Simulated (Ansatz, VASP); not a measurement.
# Two plane-wave programs on Sc

INCAR

```
SYSTEM = Sc
PREC = Accurate
ENCUT = 520
EDIFF = 1E-6
ISMEAR = -1
SIGMA = 0.1
LREAL = .False.
LASPH = .True.
NELM = 80
ALGO = Normal
ISIF = 2
LWAVE = .False.
LCHARG = .True.
GGA = RP
LELF = .True.
LVHAR = .True.
NBANDS = 12
```

KPOINTS

```
Automatic mesh
0
Gamma
  13 13 13
  0 0 0
```

The input POSCAR:

```
Sc
1.0
    0.0000000000      2.3762496930      2.3762496930
    2.3762496930      0.0000000000      2.3762496930
    2.3762496930      2.3762496930      0.0000000000
Sc
1
Direct
    0.0000000000      0.0000000000      0.0000000000
```

Input for Ansatz:

```yaml
crystal:
  lattice:
    - [0.0, 2.376249693, 2.376249693]
    - [2.376249693, 0.0, 2.376249693]
    - [2.376249693, 2.376249693, 0.0]
  atoms:
    - { symbol: Sc, position: [0.0, 0.0, 0.0] }
hamiltonian:
  xc: rpbe
  pseudopotentials:
    kind: paw
    azcp:
      Sc: "pseudopotentials/Sc.paw.azcp"
basis:
  ecutwfc: 420
  fft_grid_basis: typed
kpoints:
  mp_grid: { grid: [13, 13, 13], shift: [0, 0, 0] }
magnetization:
  spin_polarized: false
scf:
  occupations: { method: fermi_dirac, width: 0.1 }
  lower_state_search: "off"
output:
  stress: true
```

Alike in both runs: task single point; functional RPBE; k mesh 13 × 13 × 13; occupations fermi-dirac, width 0.1 eV; no spin polarisation.

|  | VASP | Ansatz |
| --- | --- | --- |
| version | VASP 6.6.1 | Ansatz 0.2.0 |
| potentials or method | VASP PAW PBE potentials, release 64 (Sc_sv) | plane waves (420 eV) with PAW, scalar-relativistic |
| plane-wave cutoff (eV) | 520 | 420 |
| valence electrons in the cell | 11 | 11 |

```tsv
	VASP	Ansatz	Ansatz less VASP
pressure (GPa)	-1.8	-1.8	-0.02
```

Caveats: the PAW data sets were made with another functional, which shifts forces and pressure a little (VASP).
